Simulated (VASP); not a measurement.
# HfC (P6_3mc) in VASP: core levels with PBEsol+rVV10

Aim: the core levels of HfC with PBEsol+rVV10.

All numbers are computed with VASP 6.6.1; they aren't measurements. Logs are shortened: lines on timing, memory, paths and dates and some standing lists are left out, and cuts for length are marked.

## Step 1: The undisturbed crystal

Symmetry: P6_3mc, No. 186, hexagonal system. The conventional cell has a = 3.891 Å, b = 3.891 Å, c = 6.337 Å, α = 90.00°, β = 90.00°, γ = 120.00°. Around Hf (site symmetry 3m) lie 4 C at 2.34 to 2.39 Å. C (site symmetry 3m) is surrounded by 4 Hf at 2.34 to 2.39 Å.

The cell was built by a generator and needn't be a form met in nature.

## Step 2: Core levels, PBEsol+rVV10 (atoms moved at random, drawn with an rms of 0.02 Å)

Contents of INCAR:

```
PREC = Accurate ; ENCUT = 520
EDIFF = 1E-8 ; ISMEAR = -5
SIGMA = 0.2 ; LREAL = F
LASPH = T ; NELM = 60
ALGO = Fast ; ISIF = 2
LWAVE = F ; LCHARG = F
GGA = PS ; LUSE_VDW = T
IVDW_NL = 2 ; BPARAM = 20.0
CPARAM = 0.0093 ; ICORELEVEL = 1
```

Contents of KPOINTS:

```
Automatic mesh
0
Gamma
  8 8 4
```

Contents of POSCAR:

```
HfC
3.8907
    0.999991872928      0.000000000000      0.000000000000
   -0.499995936464      0.866018366875      0.000000000000
    0.000000000000      0.000000000000      1.628840709898
Hf C
2 2
Direct
    0.3352460000      0.6661560000     -0.0007130000
    0.6629090000      0.3318660000      0.4996540000
    0.3350090000      0.6681330000      0.3697380000
    0.6637130000      0.3333190000      0.8741570000
```

Potentials or basis: VASP PAW PBE potentials, release 64 (Hf_pv, C).

Launch:

```
> cat potpaw_PBE.64/Hf_pv/POTCAR potpaw_PBE.64/C/POTCAR > POTCAR
> mpirun -np 1 vasp_std > vasp.out
```

OUTCAR:

```text
PREC = Accurate
   ENCUT = 520
   EDIFF = 1E-8
   ISMEAR = -5
   LREAL = F
   LASPH = T
   NELM = 60
   ISIF = 2
   GGA = PS
   IVDW_NL = 2
   BPARAM = 20.0

 ion  position               nearest neighbor table
   1  0.335  0.666  0.999-   3 2.35   4 2.37   4 2.38   4 2.40   2 3.87
   2  0.663  0.332  0.500-   4 2.37   3 2.38   3 2.38   3 2.41   1 3.87
   3  0.335  0.668  0.370-   1 2.35   2 2.38   2 2.38   2 2.41
   4  0.664  0.333  0.874-   1 2.37   2 2.37   1 2.38   1 2.40

  LATTYP: Found a hexagonal cell.
 ALAT       =     3.8906683800
 C/A-ratio  =     1.6288539477

  Lattice vectors:

 A1 = (   3.8906683800,   0.0000000000,   0.0000000000)
 A2 = (  -1.9453341900,   3.3694176600,   0.0000000000)
 A3 = (   0.0000000000,   0.0000000000,   6.3373305500)

Analysis of symmetry for initial positions (statically):
=====================================================================
 Subroutine PRICEL returns:
 Original cell was already a primitive cell.

 Routine SETGRP: Setting up the symmetry group for a
 hexagonal supercell.

 Subroutine GETGRP returns: Found  1 space group operations
 (whereof  1 operations were pure point group operations)
 out of a pool of 24 trial point group operations.

The static configuration has the point symmetry C_1 .

Analysis of symmetry for dynamics (positions and initial velocities):
=====================================================================
 Subroutine PRICEL returns:
 Original cell was already a primitive cell.

 Routine SETGRP: Setting up the symmetry group for a
 hexagonal supercell.

 Subroutine GETGRP returns: Found  1 space group operations
 (whereof  1 operations were pure point group operations)
 out of a pool of 24 trial point group operations.

The dynamic configuration has the point symmetry C_1 .

 Subroutine INISYM returns: Found  1 space group operations
 (whereof  1 operations are pure point group operations),
 and found     1 'primitive' translations

----------------------------------------------------------------------------------------

                                     Primitive cell

  volume of cell :      83.0779

  direct lattice vectors                    reciprocal lattice vectors
     3.890668380  0.000000000  0.000000000     0.257025247  0.148393595  0.000000000
    -1.945334190  3.369417660  0.000000000     0.000000000  0.296787190  0.000000000
     0.000000000  0.000000000  6.337330550     0.000000000  0.000000000  0.157795146

  length of vectors
     3.890668380  3.890668385  6.337330550     0.296787191  0.296787190  0.157795146

  position of ions in fractional coordinates (direct lattice)
     0.335246000  0.666156000  0.999287000
     0.662909000  0.331866000  0.499654000
     0.335009000  0.668133000  0.369738000
     0.663713000  0.333319000  0.874157000

  ion indices of the primitive-cell ions
   primitive index   ion index
                 1           1
                 2           2
                 3           3
                 4           4

----------------------------------------------------------------------------------------

 KPOINTS: Automatic mesh

Automatic generation of k-mesh.
 Grid dimensions read from file:
 generate k-points for:    8    8    4

 Generating k-lattice:

  Cartesian coordinates                     Fractional coordinates (reciprocal lattice)
     0.032128156  0.018549199  0.000000000     0.125000000  0.000000000  0.000000000
     0.000000000  0.037098399  0.000000000     0.000000000  0.125000000  0.000000000
     0.000000000  0.000000000  0.039448787     0.000000000  0.000000000  0.250000000

  Length of vectors
     0.037098399  0.037098399  0.039448787

  Shift w.r.t. Gamma in fractional coordinates (k-lattice)
     0.000000000  0.000000000  0.000000000

 TETIRR: Found    768 inequivalent tetrahedra from     1536

 Subroutine IBZKPT returns following result:
 ===========================================

 Found    132 irreducible k-points:

 Following reciprocal coordinates:
            Coordinates               Weight
  0.000000  0.000000  0.000000      1.000000
  0.125000  0.000000  0.000000      2.000000
  0.000000  0.125000  0.000000      2.000000
 -0.125000  0.125000  0.000000      2.000000
  0.250000  0.000000  0.000000      2.000000
  0.000000  0.250000  0.000000      2.000000
[... 16 lines left out ...]
  0.375000  0.125000  0.000000      2.000000
 -0.125000  0.500000  0.000000      2.000000
 [... further k-points ...]
   k-points           NKPTS =    132   k-points in BZ     NKDIM =    132   number of bands    NBANDS=     18
   number of dos      NEDOS =    301   number of ions     NIONS =      4
   total plane-waves  NPLWV =  43200
   dimension x,y,z NGX =    30 NGY =   30 NGZ =   48
   dimension x,y,z NGXF=    60 NGYF=   60 NGZF=   96
   ions per type =               2   2
   NGX,Y,Z   is equivalent  to a cutoff of  12.82, 12.82, 12.59 a.u.
   NGXF,Y,Z  is equivalent  to a cutoff of  25.64, 25.64, 25.18 a.u.
 SYSTEM =  unknown system
   PREC   = accura    normal or accurate (medium, high low for compatibility)
   ISTART =      0    job   : 0-new  1-cont  2-samecut
   ICHARG =      2    charge: 1-file 2-atom 10-const
   ISPIN  =      1    spin polarized calculation?
   LNONCOLLINEAR =      F non collinear calculations
   LSORBIT =      F    spin-orbit coupling
   LASPH  =      T    aspherical Exc in radial PAW
   ENCUT  =  520.0 eV  38.22 Ry    6.18 a.u.   7.23  7.23 11.78*2*pi/ulx,y,z
   NELM   =     60;   NELMIN=  2; NELMDL= -5     # of ELM steps
   EDIFF  = 0.1E-07   stopping-criterion for ELM
   LREAL  =      F    real-space projection
   EDIFFG = 0.1E-06   stopping-criterion for IOM
   NSW    =      0    number of steps for IOM
   IBRION =     -1    ionic relax: 0-MD 1-quasi-New 2-CG
   NFREE  =      0    steps in history (QN), initial steepest desc. (CG)
   ISIF   =      2    stress and relaxation
   ISYM   =      2    0-nonsym 1-usesym 2-fastsym
   POTIM  = 0.5000    time-step for ionic-motion
   TEBEG  =    0.0;   TEEND  =   0.0 temperature during run
   PSTRESS=    0.0 pullay stress
   NELECT =      28.0000    total number of electrons
   NUPDOWN=      -1.0000    fix difference up-down
   EMIN   =  10.00;   EMAX   =-10.00  energy-range for DOS
   EFERMI =   0.00;   METHOD = LEGACY
   ISMEAR =    -5;   SIGMA  =   0.20  broadening in eV -4-tet -1-fermi 0-gaus
   EFERMI_NEDOS =   21; number of points for ismear=-14 and -15
   IALGO  =     68    algorithm
   IMIX   =      4    mixing-type and parameters
     AMIX     =   0.40;   BMIX     =  1.00
     AMIX_MAG =   1.60;   BMIX_MAG =  1.00
  volume/ion in A,a.u.               =      20.77       140.16
  Fermi-wavevector in a.u.,A,eV,Ry     =   1.139285  2.152936 17.659957  1.297970
  Thomas-Fermi vector in A             =   2.275989
   LORBIT       =      0    0 simple, 1 ext, 2 COOP (PROOUT), +10 PAW based schemes
   GGA     = PS    functional components
   LHFCALC =     F    Hartree Fock is set to
   AEXX    =    0.0000 exact exchange contribution
   IVDW_NL    =     2    kernel type
   BPARAM     =20.0000
   IVDW    =     0    specifies the selected vdW correction
   LEPSILON=     F    determine dielectric tensor
   LRPA    =     F    only Hartree local field effects (RPA)
 non-spin polarized calculation
 RMM-DIIS sequential band-by-band and
 Fermi weights with tetrahedron method with Bloechl corrections
  energy-cutoff  :      520.00
  volume of cell :       83.08
 maximum number of plane-waves:      2254
 NGX is ok and might be reduce to    30
   NGX = 15   NGY = 15   NGZ = 23

 number of electron      27.9999997 magnetization

 Free energy of the ion-electron system (eV)
  ---------------------------------------------------
  ext. energy  EPLUGINS =         0.00000000
  ---------------------------------------------------
  free energy    TOTEN  =       -39.18619852 eV

  energy without entropy =      -39.18619852  energy(sigma->0) =      -39.18619852

 the core state eigenenergies are
   1-  1s -65254.4128  2s -11153.0075  2p  -9790.2324  3s  -2536.2837  3p  -2129.3580
       3d  -1648.4505  4s   -505.6815  4p   -372.2180  4d   -199.9199  4f    -10.1456
       5s    -60.0478
   2-  1s -65254.5174  2s -11153.1110  2p  -9790.3361  3s  -2536.3846  3p  -2129.4589
       3d  -1648.5518  4s   -505.7784  4p   -372.3145  4d   -200.0159  4f    -10.2387
       5s    -60.1327
   3-  1s   -262.6012
   4-  1s   -262.5820

 E-fermi :   1.8440     XC(G=0):  -9.8668

 val. band max:        1.8003424223   @ k =   0.5000   0.5000   0.0000
 cond. band min:       2.7879468950   @ k =  -0.3750   0.3750   0.0000
 fundamental gap:      0.9876044727
 Fermi energy:         1.8439542132

 k-point     1 :       0.0000    0.0000    0.0000
  band No.  band energies     occupation
      1     -28.7507      2.00000
      2     -28.7023      2.00000
      3     -28.6897      2.00000
      4     -28.6243      2.00000
      5     -28.6214      2.00000
      6     -28.6087      2.00000
[... 10 lines left out ...]
     17       4.2747      0.00000
     18       5.1286      0.00000

 k-point     2 :       0.1250    0.0000    0.0000
  band No.  band energies     occupation
      1     -28.7468      2.00000
      2     -28.7136      2.00000
      3     -28.6927      2.00000
      4     -28.6346      2.00000
      5     -28.6237      2.00000
      6     -28.6119      2.00000
[... 10 lines left out ...]
     17       4.6943      0.00000
     18       4.8960      0.00000

 k-point     3 :       0.0000    0.1250    0.0000
  band No.  band energies     occupation
      1     -28.7467      2.00000
      2     -28.7085      2.00000
      3     -28.6978      2.00000
      4     -28.6319      2.00000
      5     -28.6245      2.00000
      6     -28.6140      2.00000
[... 202 lines left out ...]
 k-point    13 :       0.5000    0.5000    0.0000
  band No.  band energies     occupation
      1     -28.7722      2.00000
      2     -28.7206      2.00000
      3     -28.7165      2.00000
      4     -28.6891      2.00000
      5     -28.6409      2.00000
      6     -28.6368      2.00000
[... 10 lines left out ...]
     17       4.7046      0.00000
     18       5.3163      0.00000

 k-point    14 :       0.1250    0.1250    0.0000
  band No.  band energies     occupation
      1     -28.7409      2.00000
      2     -28.7281      2.00000
      3     -28.7014      2.00000
      4     -28.6526      2.00000
      5     -28.6274      2.00000
      6     -28.6175      2.00000
      7      -7.2587      2.00000
      8      -6.2755      2.00000

------------------------ aborting loop because EDIFF is reached ----------------------------------------

  FORCE on cell =-STRESS in cart. coord.  units (eV):
  Direction    XX          YY          ZZ          XY          YZ          ZX
  --------------------------------------------------------------------------------------
  -------------------------------------------------------------------------------------
  Total      -14.2034053    -14.2308349    -16.5404871      0.0388718     -0.0048060     -0.0016101
  in kB     -273.9161504   -274.4451372   -318.9873444      0.7496514     -0.0926854     -0.0310510
  external PRESSURE =    -289.1162107 kB  Pullay stress =       0.0000000 kB

 VOLUME and BASIS-vectors are now :
 -----------------------------------------------------------------------------
  energy-cutoff  :      520.00
  volume of cell :       83.08
      direct lattice vectors                 reciprocal lattice vectors
     3.890668380  0.000000000  0.000000000     0.257025247  0.148393595  0.000000000
    -1.945334190  3.369417660  0.000000000     0.000000000  0.296787190  0.000000000
     0.000000000  0.000000000  6.337330550     0.000000000  0.000000000  0.157795146

 POSITION                                       TOTAL-FORCE (eV/Angst)
 -----------------------------------------------------------------------------------
      0.00843      2.24456      6.33281        -0.099418      0.012894     -0.338676
      1.93357      1.11820      3.16647         0.071063      0.041300     -0.444428
      0.00367      2.25122      2.34315        -0.038441     -0.038979      0.533262
      1.93387      1.12309      5.53982         0.066797     -0.015215      0.249842
 -----------------------------------------------------------------------------------
    total drift:                                0.000030     -0.000018     -0.000225

  FREE ENERGIE OF THE ION-ELECTRON SYSTEM (eV)
  ---------------------------------------------------
  free  energy   TOTEN  =       -39.1861985210 eV

  energy  without entropy=      -39.1861985210  energy(sigma->0) =      -39.18619852
```

Run time: 3.2 min. Hardware: 1 thread of Intel Xeon 6975P-C (Granite Rapids), shared host; peak memory 0.5 GiB.

Results:

* Free energy: -39.1862 eV
* Pressure: -28.9 GPa
* Largest force: 0.536 eV/Å
* Band gap on the k mesh: 0.99 eV, indirect (least direct gap 1.16 eV)

Forces in eV/Å, atoms in the order of the input:
```
Hf  -0.099  0.013 -0.339
Hf   0.071  0.041 -0.444
C   -0.038 -0.039  0.533
C    0.067 -0.015  0.250
```

Levels at points of the mesh, in eV from the valence-band top:
| k point | band 11 | band 12 | band 13 | band 14 | band 15 | band 16 | band 17 | band 18 |
| --- | --- | --- | --- | --- | --- | --- | --- | --- |
| (0.00, 0.00, 0.00) | -1.37 | -1.34 | -0.95 | -0.95 | 2.23 | 2.28 | 2.47 | 3.33 |
| (0.50, 0.00, 0.00) | -1.05 | -1.02 | -0.68 | -0.04 | 1.26 | 1.96 | 2.99 | 3.50 |
| (0.00, 0.50, 0.00) | -1.05 | -0.98 | -0.66 | -0.01 | 1.26 | 1.91 | 2.93 | 3.54 |
| (0.50, 0.50, 0.00) | -1.05 | -0.97 | -0.65 | 0.00 | 1.26 | 1.90 | 2.90 | 3.52 |
| (0.00, 0.00, 0.50) | -1.22 | -1.22 | -1.20 | -1.19 | 3.11 | 3.16 | 4.05 | 4.12 |
| (0.50, 0.00, 0.50) | -0.90 | -0.86 | -0.60 | -0.57 | 2.26 | 2.32 | 3.47 | 3.52 |
| (0.00, 0.50, 0.50) | -0.88 | -0.84 | -0.56 | -0.55 | 2.22 | 2.28 | 3.45 | 3.52 |
| (0.50, 0.50, 0.50) | -0.87 | -0.83 | -0.56 | -0.53 | 2.20 | 2.26 | 3.45 | 3.51 |

Core levels (eV, on the scale of the bands):
```csv
atom,levels
1 Hf,"1s -65254.4, 2s -11153.0, 2p -9790.2, 3s -2536.3, 3p -2129.4, 3d -1648.5, 4s -505.7, 4p -372.2, 4d -199.9, 4f -10.1, 5s -60.0"
2 Hf,"1s -65254.5, 2s -11153.1, 2p -9790.3, 3s -2536.4, 3p -2129.5, 3d -1648.6, 4s -505.8, 4p -372.3, 4d -200.0, 4f -10.2, 5s -60.1"
3 C,1s -262.6
4 C,1s -262.6
```

Caveat: the PAW data sets were made with another functional, which shifts forces and pressure a little; spin-orbit coupling is left out, which moves the levels of the heavy elements. A k mesh can miss the band edges.
